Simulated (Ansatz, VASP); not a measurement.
**ZnO: VASP beside Ansatz**

```
Zn O
1.0
     3.27965    0.00000    0.00000
    -1.63982    2.84026    0.00000
     0.00000    0.00000    5.29315
Zn O
2 2
Direct
  0.33333 0.66667 0.81046
  0.66667 0.33333 0.31046
  0.66667 0.33333 0.68955
  0.33333 0.66667 0.18955
```

The cell was built by a generator and needn't be a form met in nature.

Alike in both runs: task single point; functional r2SCAN; k mesh 9 × 9 × 6; occupations gaussian, width 0.02 eV; no spin polarisation.

```csv
,VASP,Ansatz
version,VASP 6.6.1,Ansatz 0.2.0
potentials or method,"VASP PAW PBE potentials, release 64 (Zn, O)","scalar-relativistic, plane waves, PAW"
plane-wave cutoff (eV),520,500
valence electrons in the cell,36,36
```

```csv
,VASP,Ansatz,Ansatz less VASP
gap on the k mesh at the Fermi level (eV),1.17,1.17,+0.005
least direct gap on the mesh (eV),1.17,1.17,+0.005
```

Caveats: the PAW data sets were made with another functional, which shifts forces and pressure a little (VASP). r2SCAN opens gaps a little over a GGA but as a rule still falls short of measured ones.
